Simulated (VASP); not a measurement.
Wanted: the native input for a VASP 6.6.1 run.

* Task: single point
* Functional: PBE
* Potentials or basis: VASP PAW PBE potentials, release 64 (Be, S)
* Cutoff: 520 eV
* k mesh: 8 × 8 × 8
* Occupations: gaussian, width 0.01 eV
* Spin: no spin polarisation
* Dipole correction: no
* Further INCAR settings: ALGO = Normal; EDIFF = 1e-07; NBANDS = 11

The structure of BeS lies in POSCAR:

```
BeS
1.0
    0.0000000000      2.4380063420      2.4380063420
    2.4380063420      0.0000000000      2.4380063420
    2.4380063420      2.4380063420      0.0000000000
Be S
1 1
Direct
    0.0000000000      0.0000000000      0.0000000000
    0.2500000000      0.2500000000      0.2500000000
```

The cell isn't the ideal one: cell and atoms relaxed tightly for response.

The input as run:

INCAR

```
PREC = Accurate
ENCUT = 520
EDIFF = 1E-7
ISMEAR = 0
SIGMA = 0.01
LREAL = F
LASPH = T
NELM = 100
ALGO = Normal
ISIF = 2
LWAVE = F
LCHARG = F
GGA = PE
NBANDS = 11
```

KPOINTS

```
regular mesh
0
Gamma
  8 8 8
```

Potentials or basis: VASP PAW PBE potentials, release 64 (Be, S).

Launch:

```bash
$ cat potpaw_PBE.64/Be/POTCAR potpaw_PBE.64/S/POTCAR > POTCAR
$ mpirun -np 1 vasp_std > vasp.out
```

Results of the run:

| Property | Result |
| --- | --- |
| Pressure | 0.0 GPa |
| Band gap on the k mesh | 3.15 eV, indirect (least direct gap 5.68 eV) |

It took 5.5 s on 1 thread of Intel(R) Xeon(R) 6975P-C (Granite Rapids), on a shared host, peak memory 0.14 GiB.
